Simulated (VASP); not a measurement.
# Pt (P6_3/mmc) in VASP: single point with PBEsol

Aim: the single point of Pt with PBEsol.

All numbers are computed with VASP 6.6.1; they aren't measurements. Logs are shortened: lines on timing, memory, paths and dates and some standing lists are left out, and cuts for length are marked.

### 1 Starting point

Symmetry: P6_3/mmc, No. 194, hexagonal system. Conventional cell: a = 2.725 Å, b = 2.725 Å, c = 4.701 Å, α = 90.00°, β = 90.00°, γ = 120.00°. Around Pt (site symmetry -6m2) lie 12 Pt at 2.73 to 2.83 Å.

This isn't the form of Pt at room conditions, which is fcc.

### 2 Single point, PBEsol, non-collinear spin, zero start, spin-orbit coupling

INCAR

```
PREC = Accurate
ENCUT = 520
EDIFF = 1E-6
ISMEAR = 0
SIGMA = 0.1
LREAL = F
LASPH = T
NELM = 100
ALGO = Normal
ISIF = 2
LWAVE = F
LCHARG = T
LNONCOLLINEAR = T
MAGMOM = 0 0 0 0 0 0
LORBIT = 11
LSORBIT = T
GGA_COMPAT = F
LMAXMIX = 4
GGA = PS
LVHAR = T
```

KPOINTS

```
Automatic mesh
0
Gamma
  18 18 10
```

POSCAR

```
Pt
1.0
    2.7252600000      0.0000000000      0.0000000000
   -1.3626300000      2.3601500000      0.0000000000
    0.0000000000      0.0000000000      4.7007800000
Pt
2
Direct
    0.3333300000      0.6666700000      0.2500000000
    0.6666700000      0.3333300000      0.7500000000
```

Potentials or basis: VASP PAW PBE potentials, release 64 (Pt).

Launch:

```sh
cat potpaw_PBE.64/Pt/POTCAR > POTCAR
mpirun -np 1 vasp_ncl > vasp.out
```

OUTCAR:

```text
PREC = Accurate
   ENCUT = 520
   EDIFF = 1E-6
   ISMEAR = 0
   LREAL = F
   LASPH = T
   NELM = 100
   ISIF = 2
   LNONCOLLINEAR = T
   LORBIT = 11
   LSORBIT = T
   GGA = PS

 ion  position               nearest neighbor table
   1  0.333  0.667  0.250-   2 2.83   2 2.83   2 2.83   2 2.83   2 2.83   2 2.83
   2  0.667  0.333  0.750-   1 2.83   1 2.83   1 2.83   1 2.83   1 2.83   1 2.83

  LATTYP: Found a hexagonal cell.
 ALAT       =     2.7252600000
 C/A-ratio  =     1.7248923039

  Lattice vectors:

 A1 = (   2.7252600000,   0.0000000000,   0.0000000000)
 A2 = (  -1.3626300000,   2.3601500000,   0.0000000000)
 A3 = (   0.0000000000,   0.0000000000,   4.7007800000)

Analysis of symmetry for initial positions (statically):
=====================================================================
 Subroutine PRICEL returns:
 Original cell was already a primitive cell.

 Routine SETGRP: Setting up the symmetry group for a
 hexagonal supercell.

 Subroutine GETGRP returns: Found  8 space group operations
 (whereof  4 operations were pure point group operations)
 out of a pool of 24 trial point group operations.

The static configuration has the point symmetry C_2h.
 The point group associated with its full space group is D_2h.

Analysis of symmetry for dynamics (positions and initial velocities):
=====================================================================
 Subroutine PRICEL returns:
 Original cell was already a primitive cell.

 Routine SETGRP: Setting up the symmetry group for a
 hexagonal supercell.

 Subroutine GETGRP returns: Found  8 space group operations
 (whereof  4 operations were pure point group operations)
 out of a pool of 24 trial point group operations.

The dynamic configuration has the point symmetry C_2h.
 The point group associated with its full space group is D_2h.

Analysis of structural, dynamic, and magnetic symmetry:
=====================================================================
 Subroutine PRICEL returns:
 Original cell was already a primitive cell.

 Routine SETGRP: Setting up the symmetry group for a
 hexagonal supercell.

 Subroutine GETGRP returns: Found  8 space group operations
 (whereof  4 operations were pure point group operations)
 out of a pool of 24 trial point group operations.

The overall configuration has the point symmetry C_2h.
 The point group associated with its full space group is D_2h.

 Subroutine INISYM returns: Found  8 space group operations
 (whereof  4 operations are pure point group operations),
 and found     1 'primitive' translations

----------------------------------------------------------------------------------------

                                     Primitive cell

  volume of cell :      30.2355

  direct lattice vectors                    reciprocal lattice vectors
     2.725260000  0.000000000  0.000000000     0.366937467  0.211850942  0.000000000
    -1.362630000  2.360150000  0.000000000     0.000000000  0.423701883  0.000000000
     0.000000000  0.000000000  4.700780000     0.000000000  0.000000000  0.212730653

  length of vectors
     2.725260000  2.725264857  4.700780000     0.423702638  0.423701883  0.212730653

  position of ions in fractional coordinates (direct lattice)
     0.333330000  0.666670000  0.250000000
     0.666670000  0.333330000  0.750000000

  ion indices of the primitive-cell ions
   primitive index   ion index
                 1           1
                 2           2

----------------------------------------------------------------------------------------

 KPOINTS: Automatic mesh

Automatic generation of k-mesh.
[... 82 lines left out ...]
   EFERMI_NEDOS =   21; number of points for ismear=-14 and -15
   IALGO  =     38    algorithm
   IMIX   =      4    mixing-type and parameters
     AMIX     =   0.40;   BMIX     =  1.00
     AMIX_MAG =   1.60;   BMIX_MAG =  1.00
  volume/ion in A,a.u.               =      15.12       102.02
  Fermi-wavevector in a.u.,A,eV,Ry     =   1.426414  2.695532 27.683198  2.034658
  Thomas-Fermi vector in A             =   2.546694
   LORBIT       =     11    0 simple, 1 ext, 2 COOP (PROOUT), +10 PAW based schemes
   GGA     = PS    functional components
   LHFCALC =     F    Hartree Fock is set to
   AEXX    =    0.0000 exact exchange contribution
   IVDW    =     0    specifies the selected vdW correction
   LEPSILON=     F    determine dielectric tensor
   LRPA    =     F    only Hartree local field effects (RPA)
 Gauss-broadening in eV      SIGMA  =   0.10
  energy-cutoff  :      520.00
  volume of cell :       30.24
 maximum number of plane-waves:      1670
   NGX = 11   NGY = 11   NGZ = 17

 number of electron      20.0000000 magnetization       0.0000000      0.0000000      0.0000000

 number of electron      20.0000000 magnetization       0.0000000     -0.0000000     -0.0000000

 number of electron      20.0000000 magnetization      -0.0000000     -0.0000000     -0.0000000

 number of electron      20.0000000 magnetization      -0.0000000      0.0000000      0.0000000

 Free energy of the ion-electron system (eV)
  ---------------------------------------------------
  ext. energy  EPLUGINS =         0.00000000
  ---------------------------------------------------
  free energy    TOTEN  =       -14.60709767 eV

  energy without entropy =      -14.59302823  energy(sigma->0) =      -14.60006295

 E-fermi :  11.0918     XC(G=0): -13.6126

 val. band max:       11.0916155742   @ k =   0.0000   0.0000   0.2000
 cond. band min:      11.0929878409   @ k =   0.3889   0.2222   0.3000
 fundamental gap:      0.0013722666
 Fermi energy:        11.0917580447

 k-point     1 :       0.0000    0.0000    0.0000
  band No.  band energies     occupation
      1       0.7805      1.00000
      2       0.7805      1.00000
      3       3.4776      1.00000
      4       3.4776      1.00000
      5       6.6088      1.00000
      6       6.6088      1.00000
[... 733 lines left out ...]
     27      26.6607      0.00000
     28      26.6607      0.00000

 [... further k-points ...]

------------------------ aborting loop because EDIFF is reached ----------------------------------------

  FORCE on cell =-STRESS in cart. coord.  units (eV):
  Direction    XX          YY          ZZ          XY          YZ          ZX
  --------------------------------------------------------------------------------------
  -------------------------------------------------------------------------------------
  Total        0.2087475      0.2087504     -0.0733535      0.0000017     -0.0000000      0.0000000
  in kB       11.0615084     11.0616643     -3.8869954      0.0000895     -0.0000000      0.0000000
  external PRESSURE =       6.0787258 kB  Pullay stress =       0.0000000 kB

 VOLUME and BASIS-vectors are now :
 -----------------------------------------------------------------------------
  energy-cutoff  :      520.00
  volume of cell :       30.24
      direct lattice vectors                 reciprocal lattice vectors
     2.725260000  0.000000000  0.000000000     0.366937467  0.211850942  0.000000000
    -1.362630000  2.360150000  0.000000000     0.000000000  0.423701883  0.000000000
     0.000000000  0.000000000  4.700780000     0.000000000  0.000000000  0.212730653

 POSITION                                       TOTAL-FORCE (eV/Angst)
 -----------------------------------------------------------------------------------
     -0.00001      1.57344      1.17519         0.000004     -0.000003      0.000000
      1.36264      0.78671      3.52558        -0.000004      0.000003     -0.000000
 -----------------------------------------------------------------------------------
    total drift:                                0.000000      0.000000      0.000000

  FREE ENERGIE OF THE ION-ELECTRON SYSTEM (eV)
  ---------------------------------------------------
  free  energy   TOTEN  =       -14.6070976734 eV

  energy  without entropy=      -14.5930282289  energy(sigma->0) =      -14.60006295

 Spin-Orbit-Coupling matrix elements

 Ion:    1  E_soc:     -0.7885201
 l=   1
     0.0000000    -0.0331036    -0.0353998
    -0.0331036     0.0000000    -0.0331035
    -0.0353998    -0.0331035     0.0000000
 l=   2
     0.0000000    -0.0203641     0.0000000    -0.0203641    -0.0742557
    -0.0203641     0.0000000    -0.0580844    -0.0207724    -0.0203642
     0.0000000    -0.0580844     0.0000000    -0.0580843     0.0000000
    -0.0203641    -0.0207724    -0.0580843     0.0000000    -0.0203641
    -0.0742557    -0.0203642     0.0000000    -0.0203641     0.0000000
 l=   3
     0.0000000     0.0000000     0.0000000     0.0000000     0.0000000     0.0000000     0.0000000
     0.0000000     0.0000000     0.0000000     0.0000000     0.0000000     0.0000000     0.0000000
     0.0000000     0.0000000     0.0000000     0.0000000     0.0000000     0.0000000     0.0000000
     0.0000000     0.0000000     0.0000000     0.0000000     0.0000000     0.0000000     0.0000000
     0.0000000     0.0000000     0.0000000     0.0000000     0.0000000     0.0000000     0.0000000
     0.0000000     0.0000000     0.0000000     0.0000000     0.0000000     0.0000000     0.0000000
     0.0000000     0.0000000     0.0000000     0.0000000     0.0000000     0.0000000     0.0000000

 Ion:    2  E_soc:     -0.7885201
 l=   1
     0.0000000    -0.0331036    -0.0353998
    -0.0331036     0.0000000    -0.0331035
    -0.0353998    -0.0331035     0.0000000
 l=   2
     0.0000000    -0.0203641     0.0000000    -0.0203641    -0.0742557
    -0.0203641     0.0000000    -0.0580844    -0.0207724    -0.0203642
     0.0000000    -0.0580844     0.0000000    -0.0580843     0.0000000
    -0.0203641    -0.0207724    -0.0580843     0.0000000    -0.0203641
    -0.0742557    -0.0203642     0.0000000    -0.0203641     0.0000000
 l=   3
     0.0000000     0.0000000     0.0000000     0.0000000     0.0000000     0.0000000     0.0000000
     0.0000000     0.0000000     0.0000000     0.0000000     0.0000000     0.0000000     0.0000000
     0.0000000     0.0000000     0.0000000     0.0000000     0.0000000     0.0000000     0.0000000
     0.0000000     0.0000000     0.0000000     0.0000000     0.0000000     0.0000000     0.0000000
     0.0000000     0.0000000     0.0000000     0.0000000     0.0000000     0.0000000     0.0000000
     0.0000000     0.0000000     0.0000000     0.0000000     0.0000000     0.0000000     0.0000000
     0.0000000     0.0000000     0.0000000     0.0000000     0.0000000     0.0000000     0.0000000

 total charge

# of ion       s       p       d       tot
------------------------------------------
    1        0.637   0.632   8.020   9.289
    2        0.637   0.632   8.020   9.289
--------------------------------------------------
tot          1.275   1.264  16.039  18.578

 magnetization (x)

# of ion       s       p       d       tot
------------------------------------------
    1        0.000   0.000   0.000   0.000
    2        0.000   0.000   0.000   0.000
--------------------------------------------------
tot          0.000   0.000   0.000   0.000

 magnetization (y)

# of ion       s       p       d       tot
------------------------------------------
    1        0.000   0.000   0.000   0.000
    2        0.000   0.000   0.000   0.000
--------------------------------------------------
tot          0.000   0.000   0.000   0.000

 magnetization (z)

# of ion       s       p       d       tot
------------------------------------------
    1        0.000   0.000   0.000   0.000
    2        0.000   0.000   0.000   0.000
--------------------------------------------------
tot          0.000   0.000   0.000   0.000
```

Run time: 12 min. Hardware: 1 thread of AMD EPYC 7R13 (Zen 3), shared host; peak memory 0.64 GiB.

What came out:

```
Free energy                                           : -14.6071 eV
Pressure                                              : 0.6 GPa
Net moment                                            : 0.00 μB per cell
Valence electrons inside the program's atomic spheres : Pt 9.29
```

Moments on the atoms (μB; x, y, z):
```
Pt  0.00 0.00 0.00
Pt  0.00 0.00 0.00
```

Caveat: the PAW data sets were made with another functional, which shifts forces and pressure a little.
